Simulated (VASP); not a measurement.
# ZnS (P6_3mc) in VASP: notebook, part 2 of 2

VASP 6.6.1. The steps go on from the part before.

## 5. Single point, r2SCAN

This run uses another cell than the first one, of 19.58 Å³/atom.

POSCAR reads:

```
ZnS
1.0
   -3.8087369231      0.0000000000      0.0000000000
   -1.9043684615     -3.2984629317      0.0000000000
    0.0000000000      0.0000000000     12.4664651483
Zn S
4 4
Direct
    1.0000000000      1.0000000000      0.0001143926
    0.0000000000      0.0000000000      0.5001143926
    0.3333333333      0.3333333333      0.2500706171
    0.6666666667      0.6666666667      0.7500706171
    0.0000000000      1.0000000000      0.1872361439
    0.0000000000      0.0000000000      0.6872361439
    0.3333333333      0.3333333333      0.4375788464
    0.6666666667      0.6666666667      0.9375788464
```

INCAR.step1 reads:

```
SYSTEM = ZnS
ALGO     = Normal         ! electronic algorithm
EDIFF    = 1E-4           ! SCF threshold, eV
ENCUT    = 520            ! plane-wave cutoff, eV
GGA      = PE             ! functional
ISMEAR   = 0              ! smearing method
LASPH    = .TRUE.         ! aspherical terms in the spheres
LCHARG   = .FALSE.        ! write CHGCAR
LREAL    = .FALSE.        ! projectors in reciprocal space
LWAVE    = .TRUE.         ! write WAVECAR
NBANDS   = 46             ! bands
NELM     = 60             ! most SCF steps
PREC     = Accurate       ! precision mode
SIGMA    = 0.05           ! smearing width, eV
```

INCAR.step2 reads:

```
SYSTEM = ZnS
ALGO     = Normal         ! electronic algorithm
EDIFF    = 1E-7           ! SCF threshold, eV
ENCUT    = 520            ! plane-wave cutoff, eV
ISIF     = 2              ! what is computed and relaxed
ISMEAR   = 0              ! smearing method
ISTART   = 1            
LASPH    = .TRUE.         ! aspherical terms in the spheres
LCHARG   = .FALSE.        ! write CHGCAR
LMIXTAU  = .TRUE.       
LREAL    = .FALSE.        ! projectors in reciprocal space
LWAVE    = .FALSE.        ! write WAVECAR
METAGGA  = R2SCAN         ! meta-GGA
NBANDS   = 46             ! bands
NELM     = 60             ! most SCF steps
PREC     = Accurate       ! precision mode
SIGMA    = 0.05           ! smearing width, eV
```

KPOINTS reads:

```
k-points
0
G
  7 7 2
  0 0 0
```

Potentials or basis: VASP PAW PBE potentials, release 64 (Zn, S).

On the command line:

```
$ cat potpaw_PBE.64/Zn/POTCAR potpaw_PBE.64/S/POTCAR > POTCAR
$ cp INCAR.step1 INCAR
$ mpirun -np 1 vasp_std > vasp.out
$ cp INCAR.step2 INCAR
$ mpirun -np 1 vasp_std > vasp.out
```

OUTCAR:

```text
SYSTEM = ZnS
   EDIFF = 1E-7
   ENCUT = 520
   ISIF = 2
   ISMEAR = 0
   ISTART = 1
   LASPH = .TRUE.
   LREAL = .FALSE.
   METAGGA = R2SCAN
   NELM = 60
   PREC = Accurate

 ion  position               nearest neighbor table
   1  0.000  0.000  0.000-   5 2.33   8 2.33   8 2.33   8 2.33
   2  0.000  0.000  0.500-   6 2.33   7 2.33   7 2.33   7 2.33
   3  0.333  0.333  0.250-   5 2.33   5 2.33   5 2.33   7 2.34
   4  0.667  0.667  0.750-   6 2.33   6 2.33   6 2.33   8 2.34
   5  0.000  0.000  0.187-   1 2.33   3 2.33   3 2.33   3 2.33
   6  0.000  0.000  0.687-   2 2.33   4 2.33   4 2.33   4 2.33
   7  0.333  0.333  0.438-   2 2.33   2 2.33   2 2.33   3 2.34
   8  0.667  0.667  0.938-   1 2.33   1 2.33   1 2.33   4 2.34

  LATTYP: Found a hexagonal cell.
 ALAT       =     3.8087369230
 C/A-ratio  =     3.2731231902

  Lattice vectors:

 A1 = (   1.9043684615,   3.2984629317,   0.0000000000)
 A2 = (  -3.8087369231,   0.0000000000,   0.0000000000)
 A3 = (   0.0000000000,   0.0000000000,  12.4664651483)

Analysis of symmetry for initial positions (statically):
[... 186 lines left out ...]
  band No.  band energies     occupation
      1     -11.8307      2.00000
      2     -11.3976      2.00000
      3     -11.3866      2.00000
      4     -10.8695      2.00000
      5      -4.6208      2.00000
      6      -4.6135      2.00000
[... 773 lines left out ...]
     45       9.9620      0.00000
     46       9.9620      0.00000

------------------------ aborting loop because EDIFF is reached ----------------------------------------

  FORCE on cell =-STRESS in cart. coord.  units (eV):
  Direction    XX          YY          ZZ          XY          YZ          ZX
  --------------------------------------------------------------------------------------
  -------------------------------------------------------------------------------------
  Total       -0.0109795     -0.0109795      0.0384216      0.0000000      0.0000000      0.0000000
  in kB       -0.1123197     -0.1123197      0.3930524      0.0000000      0.0000000      0.0000000
  external PRESSURE =       0.0561377 kB  Pullay stress =       0.0000000 kB

 VOLUME and BASIS-vectors are now :
 -----------------------------------------------------------------------------
  energy-cutoff  :      520.00
  volume of cell :      156.62
      direct lattice vectors                 reciprocal lattice vectors
    -3.808736923  0.000000000  0.000000000    -0.262554233  0.151585757  0.000000000
    -1.904368462 -3.298462932  0.000000000     0.000000000 -0.303171514  0.000000000
     0.000000000  0.000000000 12.466465148     0.000000000  0.000000000  0.080215200

 POSITION                                       TOTAL-FORCE (eV/Angst)
 -----------------------------------------------------------------------------------
      0.00000      0.00000      0.00143         0.000000      0.000000     -0.007014
      0.00000      0.00000      6.23466        -0.000000      0.000000     -0.007014
     -1.90437     -1.09949      3.11750         0.000000      0.000000     -0.008958
     -3.80874     -2.19898      9.35073         0.000000      0.000000     -0.008958
      0.00000      0.00000      2.33417        -0.000000      0.000000      0.007756
      0.00000      0.00000      8.56741        -0.000000     -0.000000      0.007756
     -1.90437     -1.09949      5.45506        -0.000000     -0.000000      0.008216
     -3.80874     -2.19898     11.68829        -0.000000      0.000000      0.008216
 -----------------------------------------------------------------------------------
    total drift:                               -0.000001     -0.000001     -0.062375

  FREE ENERGIE OF THE ION-ELECTRON SYSTEM (eV)
  ---------------------------------------------------
  free  energy   TOTEN  =       -75.4550675996 eV

  energy  without entropy=      -75.4550675996  energy(sigma->0) =      -75.45506760
```

Run time: 13 min. Hardware: 1 thread of AMD EPYC, shared host; peak memory 0.29 GiB.

Results:

```yaml
Free_energy: -75.4551 eV
Pressure: 0.0 GPa
Largest_force: 0.009 eV/Å
Band_gap_on_the_k_mesh: 2.75 eV
```

Forces in eV/Å, atoms in the order of the input:
```
Zn   0.000  0.000 -0.007
Zn   0.000  0.000 -0.007
Zn   0.000  0.000 -0.009
Zn   0.000  0.000 -0.009
S    0.000  0.000  0.008
S    0.000  0.000  0.008
S    0.000  0.000  0.008
S    0.000  0.000  0.008
```

Levels at points of the mesh, in eV from the valence-band top:
```csv
k point,band 33,band 34,band 35,band 36,band 37,band 38,band 39,band 40
"(0.00, 0.00, 0.00)",-0.48,-0.04,0.00,0.00,2.75,3.72,3.95,4.21
"(0.00, 0.00, 0.50)",-0.15,-0.15,-0.15,-0.15,3.57,3.57,3.86,3.86
```

Caveat: the PAW data sets were made with another functional, which shifts forces and pressure a little.

## 6. The runs side by side

| cell | k mesh | smearing | gap on the mesh (eV) | pressure (GPa) | largest force (eV/Å) |
| --- | --- | --- | --- | --- | --- |
| a = 3.823, b = 3.823, c = 12.520 Å, angles 90.0, 90.0, 120.0°, 8 atoms, atomic positions A | 6 × 6 × 2 | gaussian 0.1 eV | 2.70 | -0.9 | 0.03 |
| a = 3.846, b = 3.846, c = 12.590 Å, angles 90.0, 90.0, 120.0°, 8 atoms, atomic positions A | 6 × 6 × 2 | gaussian 0.02 eV | 2.61 | -2.1 | 0.01 |
| a = 3.883, b = 3.883, c = 12.711 Å, angles 90.0, 90.0, 120.0°, 8 atoms, atomic positions A | 6 × 6 × 2 | gaussian 0.02 eV | 2.48 | -4.0 | 0.02 |
| a = 3.809, b = 3.809, c = 12.466 Å, angles 90.0, 90.0, 60.0°, 8 atoms, atomic positions B | 7 × 7 × 2 | gaussian 0.05 eV | 2.75 | 0.0 | 0.01 |

Alike in all rows: task single point; level r2SCAN; potentials or basis VASP PAW PBE potentials, release 64 (Zn, S); no spin polarisation; cutoff (eV) 520.

Caveats: the PAW data sets were made with another functional, which shifts forces and pressure a little; the cell stands under tension (at least some runs).

Absolute energies hang on the potentials; compare differences alone.

## 7. How close it comes

Step 2. Measured gap of ZnS: 3.911 eV (direct; 4 K; a printed reference work, monograph). This calculation gives 2.70 eV (-1.22 eV). The value is that of r2SCAN, without temperature or zero-point motion.

Step 5. A measured gap of ZnS is 3.911 eV (direct; 4 K; a printed reference work, monograph); the calculated 2.75 eV misses it by -1.16 eV. The value is that of r2SCAN, without temperature or zero-point motion.
